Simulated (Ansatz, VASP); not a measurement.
**One calculation of Y, two programs**

File INCAR:

```
SYSTEM = Y
PREC = Accurate ; ENCUT = 520
EDIFF = 1E-7 ; ISMEAR = -1
SIGMA = 0.08 ; LREAL = .False.
LASPH = .True. ; NELM = 80
ALGO = Normal ; ISIF = 2
LWAVE = .False. ; LCHARG = .False.
GGA = PE ; NBANDS = 12
```

File KPOINTS:

```
regular mesh
0
Gamma
  13 13 13
  0 0 0
```

The input POSCAR:

```
Y
1.0
   -1.7051707273      1.7051707273      1.7051707273
    1.7051707273     -1.7051707273      1.7051707273
    1.7051707273      1.7051707273     -1.7051707273
Y
1
Direct
    0.0000000000      0.0000000000      0.0000000000
```

Input for Ansatz:

```yaml
crystal:
  lattice:
    - [-1.7051707273, 1.7051707273, 1.7051707273]
    - [1.7051707273, -1.7051707273, 1.7051707273]
    - [1.7051707273, 1.7051707273, -1.7051707273]
  atoms:
    - { symbol: "Y", position: [0.0, 0.0, 0.0] }
kpoints:
  mp_grid: { grid: [13, 13, 13] }
scf:
  occupations: { method: fermi_dirac, width: 0.08 }
hamiltonian:
  xc: pbe
  pseudopotentials: { kind: all_electron, lapw: { basis_error: 0.001 } }
output:
  forces: true
  stress: true
  eigenvalues: true
  populations: true
```

Change from the starting cell: volume scaled by 0.6, LAPW.

Alike in both runs: task single point; functional PBE; k mesh 13 × 13 × 13; occupations fermi-dirac, width 0.08 eV; no spin polarisation.

|  | VASP | Ansatz |
| --- | --- | --- |
| version | VASP 6.6.1 | Ansatz 0.2.0 |
| potentials or method | VASP PAW PBE potentials, release 64 (Y_sv) | all-electron LAPW, scalar-relativistic |
| plane-wave cutoff (eV) | 520 | see its input |

VASP gave:

- pressure (GPa): 41.0

Which values does Ansatz return?

Pressure (GPa): 41.4.

Ansatz ran all-electron here, so the differences hold the error of VASP's frozen core and of both bases.

Caveats: so large a pressure means that the cell lies far from this level's equilibrium, or that cutoff or potentials fall short (VASP).
